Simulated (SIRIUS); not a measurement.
The system is AlN.

```
Al N
1.0
     3.31212    0.00000    0.00000
    -1.65606    2.86838    0.00000
     0.00000    0.00000    4.18756
Al N
2 2
Direct
  0.66667 0.33333 0.25000
  0.33333 0.66667 0.75000
  0.66667 0.33333 0.75000
  0.33333 0.66667 0.25000
```

Measurements of this composition are mostly on another form, of space group No. 186.

Base run:

- Program: SIRIUS 7.12.0
- Functional: PBEsol
- Potentials or basis: all-electron FP-LAPW
- Cutoff: 312 eV
- Basis: apw+lo standard
- k mesh: 9 × 9 × 7
- Occupations: fermi-dirac, width 0.05 eV
- Spin: no spin polarisation

Its results: band gap on the k mesh 3.19 eV, direct.

Q: The run is repeated on the same cell with these changes: functional from PBEsol to LDA. What comes out?

A: Band gap on the k mesh 3.28 eV, direct.
